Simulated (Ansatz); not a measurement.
The system is CdS (Hawleyite).

```
Cd S
1.0
     0.00000    2.91650    2.91650
     2.91650    0.00000    2.91650
     2.91650    2.91650    0.00000
Cd S
1 1
Direct
  0.00000 0.00000 0.00000
  0.75000 0.75000 0.75000
```

Base run:

* Program: Ansatz 0.2.0
* Functional: PBEsol
* Potentials or basis: all-electron LAPW, scalar-relativistic
* Cutoff: 247 eV
* Density cutoff: 986 eV
* Basis error allowed: 0.001 eV/atom
* k mesh: 8 × 8 × 8
* Occupations: fermi-dirac, width 0.05 eV
* Spin: no spin polarisation

Its results: band gap on the k mesh 1.00 eV, direct; pressure -0.2 GPa.

**Question.** The run is repeated on the same cell with these changes: functional from PBEsol to revPBE. What comes out?

**Answer.** Band gap on the k mesh 1.28 eV, direct; pressure 4.5 GPa.

revPBE binds less tightly than PBEsol, so the same cell stands under more pressure.

Not every run made on this cell is shown here.
